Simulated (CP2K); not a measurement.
Set up this calculation in CP2K 2026.2, as the native input.

* Task: single point
* Functional: PBE
* Potentials or basis: POTENTIAL_UZH Ta GTH-PBE-q13, N GTH-PBE-q5; TZVP-MOLOPT-PBE-GTH basis
* Density cutoff: 6123 eV
* k mesh: 7 × 7 × 6
* Occupations: fermi-dirac, width 0.05 eV
* Spin: no spin polarisation
* SCF solver: diagonalisation with k points
* Quickstep method: GPW
* EPS_DEFAULT: 1.0E-10
* EPS_SCF: 1.0E-6
* MAX_SCF: 100
* SCF_GUESS: ATOMIC
* k points reduced by the point group: yes
* Mesh centred on Gamma: yes
* CHOLESKY: OFF
* EPS_EIGVAL: 1.0E-7
* MIXING METHOD: BROYDEN_MIXING
* MIXING ALPHA: 0.4
* NBUFFER: 8
* NGRIDS: 4
* Basis sets: Ta TZVP-MOLOPT-PBE-GTH-q13, N TZVP-MOLOPT-PBE-GTH-q5
* Potentials: Ta GTH-PBE-q13 of POTENTIAL_UZH, N GTH-PBE-q5 of POTENTIAL_UZH
* ADDED_MOS: [20]
* REL_CUTOFF (Ry): 60 Ry
* MIXING BETA (1/bohr): 1.5 1/bohr
* CUTOFF of the grids: 450 Ry

Crystal: TaN.

```
Ta N
1.0
     3.66304    0.00000    0.00000
     0.00000    3.66304    0.00000
     0.00000    0.00000    4.56049
Ta N
2 2
Direct
  0.00000 0.50000 0.00000
  0.50000 0.00000 0.50000
  0.00000 0.00000 0.25000
  0.00000 0.00000 0.75000
```

The cell comes from a database or a generator and needn't be the stable form of this composition.

These files were run (other wordings do the same):

tan_scf.inp

```
&GLOBAL
  PROJECT tan_scf
  RUN_TYPE ENERGY_FORCE
  PRINT_LEVEL LOW
&END GLOBAL
&FORCE_EVAL
  METHOD QS
  STRESS_TENSOR ANALYTICAL
  &DFT
    BASIS_SET_FILE_NAME BASIS_MOLOPT_UZH
    POTENTIAL_FILE_NAME POTENTIAL_UZH
    &MGRID
      CUTOFF 450
      REL_CUTOFF 60
      NGRIDS 4
    &END MGRID
    &QS
      METHOD GPW
      EPS_DEFAULT 1.0E-10
    &END QS
    &KPOINTS
      SCHEME MONKHORST-PACK 7 7 6
      GAMMA_CENTERED T
      SYMMETRY T
      SYMMETRY_BACKEND SPGLIB
    &END KPOINTS
    &SCF
      SCF_GUESS ATOMIC
      EPS_SCF 1.0E-6
      MAX_SCF 100
      ADDED_MOS 20
      CHOLESKY OFF
      EPS_EIGVAL 1.0E-7
      &DIAGONALIZATION ON
        ALGORITHM STANDARD
      &END DIAGONALIZATION
      &MIXING ON
        METHOD BROYDEN_MIXING
        ALPHA 0.4
        BETA 1.5
        NBUFFER 8
      &END MIXING
      &SMEAR ON
        METHOD FERMI_DIRAC
        ELECTRONIC_TEMPERATURE 580.23
      &END SMEAR
    &END SCF
    &XC
      &XC_FUNCTIONAL
        &GGA_X_PBE
        &END GGA_X_PBE
        &GGA_C_PBE
        &END GGA_C_PBE
      &END XC_FUNCTIONAL
    &END XC
    &PRINT
      &KPOINTS ON
      &END KPOINTS
      &MULLIKEN ON
      &END MULLIKEN
      &MO ON
        ENERGIES T
        OCCUPATION_NUMBERS T
        &EACH
          QS_SCF 0
        &END EACH
        ADD_LAST NUMERIC
      &END MO
      &LOWDIN ON
      &END LOWDIN
      &HIRSHFELD ON
        SHAPE_FUNCTION DENSITY
      &END HIRSHFELD
    &END PRINT
  &END DFT
  &SUBSYS
    &CELL
      ABC 3.6630404800 3.6630404800 4.5604939800
      ALPHA_BETA_GAMMA 90.0000000000 90.0000000000 90.0000000000
      PERIODIC XYZ
    &END CELL
    &COORD
      SCALED
      Ta  0.0000000000 0.5000000000 0.0000000000
      Ta  0.5000000000 0.0000000000 0.5000000000
      N   0.0000000000 0.0000000000 0.2500000000
      N   0.0000000000 0.0000000000 0.7500000000
    &END COORD
    &KIND Ta
      BASIS_SET TZVP-MOLOPT-PBE-GTH-q13
      POTENTIAL GTH-PBE-q13
    &END KIND
    &KIND N
      BASIS_SET TZVP-MOLOPT-PBE-GTH-q5
      POTENTIAL GTH-PBE-q5
    &END KIND
    &PRINT
      &ATOMIC_COORDINATES ON
      &END ATOMIC_COORDINATES
      &CELL ON
      &END CELL
      &SYMMETRY ON
      &END SYMMETRY
    &END PRINT
  &END SUBSYS
  &PRINT
    &FORCES ON
    &END FORCES
    &STRESS_TENSOR ON
    &END STRESS_TENSOR
  &END PRINT
&END FORCE_EVAL
```

Potentials or basis: POTENTIAL_UZH Ta GTH-PBE-q13, N GTH-PBE-q5; TZVP-MOLOPT-PBE-GTH basis.

The run is started by

```sh
$ OMP_NUM_THREADS=1 cp2k.psmp -i tan_scf.inp -o tan_scf.out
```

It gave:

* Pressure: -21.7 GPa
* Band gap on the k mesh: none (metal or under the smearing width)
* Mulliken charges: Ta +1.08; N -1.08 e
* Hirshfeld charges: Ta +0.33; N -0.33 e

Caveat: Mulliken charges move with the basis; so large a pressure means that the cell lies far from this level's equilibrium, or that cutoff or potentials fall short; the basis of atomic orbitals isn't converged, which shifts pressures, moduli and gaps.

Wall time 69 s on 1 thread of Arm Neoverse V1, with other jobs on the host, peak memory 0.43 GiB.
